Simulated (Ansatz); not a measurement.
Runs of Ansatz 0.2.0 on TePb. The structure is cubic, space group Fm-3m (No. 225). Conventional cell: a = 6.462 Å, b = 6.462 Å, c = 6.462 Å, α = 90.00°, β = 90.00°, γ = 90.00°. Pb (site symmetry m-3m) has 6 Te at 3.23 Å as nearest neighbours. Te (site symmetry m-3m) is surrounded by 6 Pb at 3.23 Å. 

```tsv
task	level	potentials or basis	spin	cell	k mesh	cutoff (eV)	smearing	driver	points for each segment of the path	other keys	mesh quality	gap on the mesh (eV)	pressure (GPa)
topological invariants	LDA	Ansatz PAW	SOC, no magnetisation	as given	7 × 7 × 7	420	fixed	chain	14	-	not flagged	-	-2.0
single point	PBE0+D4	SPMS NC	off	as given	4 × 4 × 4	680	cold 0.15 eV	calculator	-	-	coarse	(a)	-2.1
band structure	LDA	PseudoDojo LDA	off	cell strained at random at fixed volume	6 × 6 × 6	1120	fixed	chain	14	-	not flagged	0.49	-1.7
band structure	revPBE+D3(BJ)	Ansatz PAW accurate	off	cell strained at random at fixed volume	6 × 6 × 6	700	methfessel-paxton 0.01 eV	chain	14	basis.ecutrho_ratio = 6	not flagged	0.45	-0.3
```

Question: Fill in the values left out.

Answer: (a) 1.70.

Caveats: some runs use coarse meshes; spin-orbit coupling is left out, which as a rule narrows the gap of such compounds by several tenths of an eV (some runs); the potentials were made for another functional, which shifts forces and pressure (some runs); the thresholds are loose for stress (some runs).

A k mesh can miss the band edges, and rows without SOC leave out spin-orbit coupling on Pb, Te.

The runs don't all hold the same shells in valence.

Runs at the PBE level aren't shown here.
